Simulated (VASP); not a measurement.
# P, relaxation of the atoms: which settings are enough?

P, P1 (no. 1), 4 atoms in the cell. PBEsol; PAW potentials P (PBE set). VASP 6.6.1.

Wanted: energy within 10 meV/atom; shortest distances from each atom, periodic images included within 0.02 Å.

What the run is for: geometry; Accuracy asked: screening.

POSCAR:
```
P
1.0
    1.6477431241     -5.4650377251      0.0000000000
    1.6477431241      5.4650377251      0.0000000000
    0.0000000000      0.0000000000      4.5436355900
P
4
Direct
    0.8737150000      0.0607530000      0.5755110000
    0.0720820000      0.8819700000      0.3843450000
    0.5808240000      0.3905030000      0.0767080000
    0.4133120000      0.5950420000      0.8922010000
```

The series start from Plane-wave cutoff (eV): 330; k-point mesh: 4 × 4 × 3; Ionic threshold (EDIFFG): -0.01; Electronic threshold (eV): 1e-6; Precision mode (PREC): Accurate; Relaxation algorithm: IBRION=2; Electronic steps between moves: NELMIN=4 ALGO=Normal. Each series keeps the choices made before it, and each single choice may use up half of a tolerance.

## Plane-wave cutoff (eV)

| Plane-wave cutoff (eV) | Energy less reference (meV/atom) | Shortest distances from each atom, periodic images included, largest deviation (Å) | SCF iterations | Time (s) |
|---|---|---|---|---|
| 230 | 25 | 0.009 | 87 | 21 |
| 260 | 11 | 0.003 | 79 | 23 |
| 290 | 5 | 0.004 | 93 | 30 |
| 330 | 2 | 0.001 | 76 | 30 |
| 410 | 0 | 0.000 | 76 | 45 |
| 510 (reference) | 0 | 0.000 | 77 | 67 |

Chosen: 330, the loosest value from which every tighter one stays within half of the tolerance.

## k-point mesh

| k-point mesh | Energy less reference (meV/atom) | Shortest distances from each atom, periodic images included, largest deviation (Å) | Time (s) |
|---|---|---|---|
| 2 × 2 × 2 | 286 | 0.036 | 33 |
| 3 × 3 × 2 | 63 | 0.033 | 16 |
| 4 × 4 × 3 | 32 | 0.001 | 30 |
| 6 × 6 × 4 | 3 | 0.002 | 52 |
| 7 × 7 × 5 (reference) | 0 | 0.000 | 95 |

Chosen: 6 × 6 × 4.

## Ionic threshold (EDIFFG)

| Ionic threshold (EDIFFG) | Energy less reference (meV/atom) | Shortest distances from each atom, periodic images included, largest deviation (Å) | SCF iterations | Time (s) |
|---|---|---|---|---|
| -0.1 | 0 | 0.002 | 41 | 40 |
| -0.05 | 0 | 0.002 | 41 | 38 |
| -0.02 | 0 | 0.001 | 49 | 43 |
| -0.01 | 0 | 0.001 | 57 | 52 |
| -0.005 | 0 | 0.000 | 61 | 51 |
| -0.002 (reference) | 0 | 0.000 | 73 | 67 |

Chosen: -0.1.

## Electronic threshold (eV)

| Electronic threshold (eV) | Energy less reference (meV/atom) | Shortest distances from each atom, periodic images included, largest deviation (Å) | SCF iterations | Time (s) |
|---|---|---|---|---|
| 0.0001 | 0 | 0.000 | 35 | 31 |
| 1e-5 | 0 | 0.000 | 34 | 30 |
| 1e-6 | 0 | 0.000 | 41 | 40 |
| 1e-7 (reference) | 0 | 0.000 | 48 | 41 |

Chosen: 0.0001.

## Precision mode (PREC)

| Precision mode (PREC) | Energy less reference (meV/atom) | Shortest distances from each atom, periodic images included, largest deviation (Å) | SCF iterations | Time (s) |
|---|---|---|---|---|
| Normal | 0 | 0.000 | 35 | 18 |
| Accurate (reference) | 0 | 0.000 | 35 | 31 |

Chosen: Normal.

## Relaxation algorithm

| Relaxation algorithm | Energy less reference (meV/atom) | Shortest distances from each atom, periodic images included, largest deviation (Å) | SCF iterations | Time (s) |
|---|---|---|---|---|
| IBRION=2 | 0 | 0.000 | 35 | 18 |
| IBRION=2 POTIM=0.2 | 0 | 0.004 | 39 | 20 |
| IBRION=2 POTIM=0.8 | 0 | 0.004 | 36 | 19 |
| IBRION=1 | 0 | 0.010 | 19 | 10 |
| IBRION=1 POTIM=0.2 | 0 | 0.009 | 27 | 15 |
| IBRION=1 POTIM=0.3 NFREE=9 | 0 | 0.008 | 22 | 12 |
| IBRION=3 POTIM=0.2 SMASS=0.4 | 0 | 0.006 | 59 | 32 |
| IBRION=3 POTIM=0.3 | 0 | 0.006 | 44 | 24 |

Chosen: IBRION=1 POTIM=0.3 NFREE=9, the fastest of those that stay within half of the tolerance.

## Electronic steps between moves

| Electronic steps between moves | Energy less reference (meV/atom) | Shortest distances from each atom, periodic images included, largest deviation (Å) | SCF iterations | Time (s) |
|---|---|---|---|---|
| NELMIN=4 ALGO=Normal | 0 | 0.000 | 22 | 12 |
| ALGO=Normal | 0 | 0.000 | 21 | 12 |
| NELMIN=4 MAXMIX=40 ALGO=Normal | 0 | 0.001 | 22 | 12 |
| NELMIN=4 ALGO=Fast | 0 | 0.002 | 24 | 13 |
| NELMIN=4 MAXMIX=40 ALGO=Fast | 0 | 0.000 | 27 | 14 |

Chosen: NELMIN=4 ALGO=Normal; no other choice that stays within half of the tolerance saves 30 % of the time.

## All choices together

| Input | Energy less reference (meV/atom) | Shortest distances from each atom, periodic images included, largest deviation (Å) | Time (s) |
|---|---|---|---|
| the program's defaults (naive) | 48 | 0.007 | 4.0 |
| chosen settings | 4 | 0.007 | 12 |
| reference settings throughout | 0 | 0.000 | 339 |

The tolerance is met.

## The input

INCAR:
```
  ALGO = Normal
  EDIFF = 1E-4
  EDIFFG = -0.1
  EFERMI = MIDGAP
  ENCUT = 330
  GGA = PS
  GGA_COMPAT = False
  IBRION = 1
  ISIF = 2
  ISMEAR = 0
  KPAR = 2
  LASPH = True
  LCHARG = False
  LREAL = False
  LWAVE = False
  NELM = 120
  NELMIN = 4
  NFREE = 9
  NSW = 120
  POTIM = 0.3
  PREC = Normal
  SIGMA = 0.03
```

KPOINTS:
```
Automatic mesh
0
Gamma
  6 6 4
  0 0 0
```

Commands:
```
cat potpaw_PBE.64/P/POTCAR > POTCAR
mpirun -np 2 vasp_std > vasp.out
```

The chosen input took VASP 6.6.1 12 s on 2 cores (Intel Xeon 6975P-C (Granite Rapids)), a shared host.

## An input that fails: too few ionic steps

It gives no converged result.

Changes against the starting input:
```
- NSW = 120
- NELM = 120
+ NSW = 3
+ NELM = 88
```
